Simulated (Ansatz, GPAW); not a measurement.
This is a calculation of In for Ansatz 0.2.0. This isn't the form of In at room conditions, which is tetragonal.

input.yaml

```yaml
crystal:
  lattice:
    - [3.335484782, 0.0, 0.0]
    - [-1.667742391, 2.8886145552, 0.0]
    - [0.0, 0.0, 5.50914292]
  atoms:
    - { symbol: In, position: [0.6666666667, 0.3333333333, 0.75] }
    - { symbol: In, position: [0.3333333333, 0.6666666667, 0.25] }
kpoints:
  mp_grid: { grid: [9, 9, 5] }
scf:
  occupations: { method: gaussian, width: 0.02 }
hamiltonian:
  xc: pbesol
  pseudopotentials: { kind: all_electron, lapw: { basis_error: 0.001 } }
output:
  forces: true
  stress: true
  eigenvalues: true
```

Potentials or basis: all-electron LAPW, scalar-relativistic.

Command:

```sh
$ ansatz run input.yaml --threads 1 --pin off --max-ram 3072MiB --backend cpu --events-out ev --progress --plain --runs-dir out
```

Q: Set up the same calculation for GPAW 26.7.0 (ASE script). Potentials or basis there: PAW data sets generated for this functional, cutoff 600 eV.

A: As run (cutoffs and basis follow the program's own potentials, and thresholds, step limits or extra output files can differ):

File run.py:

```python
from ase.dft.bandgap import bandgap
from ase.io import read, write
from ase.units import GPa
from gpaw import GPAW, PW, setup_paths

setup_paths.insert(0, '.')

atoms = read('In.xyz')

calc = GPAW(mode=PW(600),
            xc='PBEsol',
            kpts={'size': (9, 9, 5), 'gamma': True},
            occupations={'name': 'methfessel-paxton', 'order': 0, 'width': 0.02},
            nbands=23,
            convergence={'density': 1e-05, 'energy': 1e-05},
            maxiter=150,
            txt='gpaw.txt')
atoms.calc = calc
energy = atoms.get_potential_energy()
forces = atoms.get_forces()
stress = atoms.get_stress()
calc.write('gs.gpw')
write('result.traj', atoms)
print(f'Energy: {energy:.6f} eV')
print('Forces (eV/A):')
print(forces.round(4))
print('Stress (GPa):', (stress / GPa).round(3))
print('Fermi level:', round(calc.get_fermi_level(), 4), 'eV')
print(f'Gap: {bandgap(calc)[0]:.4f} eV, direct: {bandgap(calc, direct=True)[0]:.4f} eV')
```

In.xyz

```xyz
2
Lattice="3.3354847820 0.0000000000 0.0000000000 -1.6677423910 2.8886145552 0.0000000000 0.0000000000 0.0000000000 5.5091429200" Properties=species:S:1:pos:R:3 pbc="T T T"
In     1.6677423912      0.9628715183      4.1318571900
In    -0.0000000002      1.9257430369      1.3772857300
```

Potentials or basis: PAW data sets generated in the run's folder for this functional, pw.

Command:

```console
$ gpaw-setup -f PBEsol In
$ OMP_NUM_THREADS=1 python run.py
```

Both were run:

|  | Ansatz | GPAW |
| --- | --- | --- |
| Pressure | -1.5 GPa | -1.9 GPa |

Where Ansatz's input types no cutoff or centring, it takes its own default and a Γ-centred mesh.

Pressure is positive in compression.
